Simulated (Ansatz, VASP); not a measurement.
BaTiO3 (Barioperovskite): VASP beside Ansatz

File INCAR:

```
SYSTEM = BaTiO3
ALGO = Normal ; EDIFF = 1E-6
ENCUT = 520 ; GGA = PE
ISIF = 2 ; ISMEAR = -1
LASPH = .TRUE. ; LCHARG = .FALSE.
LREAL = .FALSE. ; LWAVE = .FALSE.
NBANDS = 28 ; NELM = 100
PREC = Accurate ; SIGMA = 0.05
```

KPOINTS

```
k-points
0
G
  7 7 7
  0 0 0
```

The input POSCAR:

```
BaTiO3
1.0
    3.9316352889      0.0000000000      0.0000000000
    0.0000000000      2.7985588135      2.8066973133
    0.0000000000     -2.7985588135      2.8066973133
Ba Ti O
1 1 3
Direct
    0.0000000000      0.0000000000      0.0000000000
    0.5000000000      0.5124000000      0.5124000000
    0.5000000000      0.9918400000      0.5052400000
    0.5000000000      0.5052400000      0.9918400000
    0.0000000000      0.4874000000      0.4874000000
```

The input input.yaml:

```yaml
crystal:
  lattice:
    - [3.9316352889, 0.0, 0.0]
    - [0.0, 2.7985588135, 2.8066973133]
    - [0.0, -2.7985588135, 2.8066973133]
  atoms:
    - { symbol: Ba, position: [0.0, 0.0, 0.0] }
    - { symbol: Ti, position: [0.5, 0.5124, 0.5124] }
    - { symbol: O, position: [0.5, 0.99184, 0.50524] }
    - { symbol: O, position: [0.5, 0.50524, 0.99184] }
    - { symbol: O, position: [0.0, 0.4874, 0.4874] }
hamiltonian:
  xc: pbe
  pseudopotentials: { kind: paw }
kpoints:
  mp_grid: { grid: [7, 7, 7] }
scf:
  occupations: { method: fermi_dirac, width: 0.05 }
output:
  forces: true
  stress: true
  eigenvalues: true
  write_density: true
  write_potential: true
  elf: true
  volumetric_format: npy
```

Alike in both runs: task single point; functional PBE; k mesh 7 × 7 × 7; occupations fermi-dirac, width 0.05 eV; no spin polarisation.

```csv
,VASP,Ansatz
version,VASP 6.6.1,Ansatz 0.2.0
potentials or method,"VASP PAW PBE potentials, release 64 (Ba_sv, Ti_sv, O)",Ansatz PAW
plane-wave cutoff (eV),520,420
valence electrons in the cell,40,40
```

|  | VASP | Ansatz | Ansatz less VASP |
| --- | --- | --- | --- |
| gap on the k mesh at the Fermi level (eV) | 2.01 | 2.08 | +0.072 |
| least direct gap on the mesh (eV) | 2.10 | 2.13 | +0.026 |
| pressure (GPa) | 12.1 | 10.0 | -2.09 |
| largest component of the traceless stress (GPa) | 0.43 | 0.43 | +0.003 |
| rms of the force components (eV/Å) | 0.109 | 0.102 | -0.0063 |

Atom by atom the forces differ by 0.015 eV/Å (rms over components). The functional is the same, so the differences come from potentials, cutoffs and numerics.

Caveats: spin-orbit coupling is left out, which moves the levels of the heavy elements; an odd mesh through Γ misses points on the zone boundary, where band edges often lie (VASP); odd divisions of the mesh miss points on the zone boundary, where band edges often lie, so the gap on the mesh can be too wide (Ansatz); the pressure holds a Pulay correction of +0.6 GPa for the finite cutoff (Ansatz). Expect the measured gap to be larger: semilocal functionals such as PBE lack the derivative discontinuity.
